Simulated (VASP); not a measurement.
A run of VASP 6.6.1 is set up as follows.

File POSCAR:

```
C
1.0
    0.0000000000      1.7833700000      1.7833700000
    1.7833700000      0.0000000000      1.7833700000
    1.7833700000      1.7833700000      0.0000000000
C
2
Direct
    0.7500000000      0.7500000000      0.7500000000
    0.5000000000      0.5000000000      0.5000000000
```

File INCAR.step1:

```
ALGO     = Normal         # electronic algorithm
EDIFF    = 1E-5           # SCF threshold, eV
ENCUT    = 600            # plane-wave cutoff, eV
GGA      = PE             # functional
ISMEAR   = -1             # smearing method
LASPH    = T              # aspherical terms in the spheres
LCHARG   = F              # write CHGCAR
LREAL    = F              # projectors in reciprocal space
LWAVE    = T              # write WAVECAR
NELM     = 60             # most SCF steps
PREC     = Accurate       # precision mode
SIGMA    = 0.05           # smearing width, eV
```

The input INCAR.step2:

```
AEXX     = 0.1            # exact-exchange fraction
ALGO     = Normal         # electronic algorithm
EDIFF    = 1E-6           # SCF threshold, eV
EDIFFG   = -0.01          # ionic threshold
ENCUT    = 600            # plane-wave cutoff, eV
IBRION   = 2              # ionic algorithm
ISIF     = 3              # what is computed and relaxed
ISMEAR   = -1             # smearing method
ISTART   = 1            
LASPH    = T              # aspherical terms in the spheres
LCHARG   = F              # write CHGCAR
LHFCALC  = T              # exact exchange
LMIXTAU  = T            
LREAL    = F              # projectors in reciprocal space
LWAVE    = F              # write WAVECAR
METAGGA  = TPSS           # meta-GGA
NELM     = 60             # most SCF steps
NSW      = 60             # ionic steps
PREC     = Accurate       # precision mode
PRECFOCK = Fast         
SIGMA    = 0.05           # smearing width, eV
```

The input KPOINTS:

```
k-points
0
Gamma
  7 7 7
```

Potentials or basis: VASP PAW PBE potentials, release 64 (C).

Run with:

```console
$ cat potpaw_PBE.64/C/POTCAR > POTCAR
$ cp INCAR.step1 INCAR
$ mpirun -np 1 vasp_std > vasp.out
$ cp INCAR.step2 INCAR
$ mpirun -np 1 vasp_std > vasp.out
```

Problem. Estimate the space group after relaxing (to 0.05 Å).

Solution. Fd-3m (No. 227).

Problem. What does it give for the relaxed cell?

Solution. a = 2.517 Å, b = 2.517 Å, c = 2.517 Å, α = 60.00°, β = 60.00°, γ = 60.00°.

Problem. Predict the relaxed volume.

Solution. 5.64 Å³/atom.

Problem. What does it give for the band gap on the k mesh?

Solution. 5.06 eV, indirect (least direct gap 6.67 eV).

Final structure:
```yaml
crystal:
  lattice:
    - [0.00000, 1.77954, 1.77954]
    - [1.77954, 0.00000, 1.77954]
    - [1.77954, 1.77954, 0.00000]
  atoms:
    - { symbol: C, position: [0.75000, 0.75000, 0.75000] }
    - { symbol: C, position: [0.50000, 0.50000, 0.50000] }
```

Caveat: the k mesh is coarse (spacing up to 0.44 Å⁻¹), so the values aren't converged, least of all with exact exchange; the PAW data sets were made with another functional, which shifts forces and pressure a little; an odd mesh through Γ misses points on the zone boundary, where band edges often lie.
